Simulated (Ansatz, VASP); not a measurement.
## Two plane-wave programs on TiAl

```xyz
2
Lattice="2.8673 0.0000 0.0000 -1.4336 2.4831 0.0000 0.0000 0.0000 4.6781" Properties=species:S:1:pos:R:3 pbc="T T T"
Ti    0.0000    0.0000    0.0000
Al    0.0000    1.6554    2.3390
```

The cell comes from a database or a generator and needn't be the stable form of this composition.

Alike in both runs: task single point; functional BLYP; k mesh 9 × 9 × 5; occupations fermi-dirac, width 0.1 eV; no spin polarisation.

```csv
,VASP,Ansatz
version,VASP 6.6.1,Ansatz 0.2.0
potentials or method,"VASP PAW PBE potentials, release 64 (Ti_sv, Al)","plane waves, PAW"
plane-wave cutoff (eV),520,435
valence electrons in the cell,15,15
```

|  | VASP | Ansatz | Ansatz less VASP |
| --- | --- | --- | --- |
| pressure (GPa) | 3.4 | 3.3 | -0.13 |
| largest component of the traceless stress (GPa) | 0.68 | 0.73 | +0.049 |

Ansatz warned: «stress_scf_threshold_loose».

Caveats: the PAW data sets were made with another functional, which shifts forces and pressure a little (VASP).
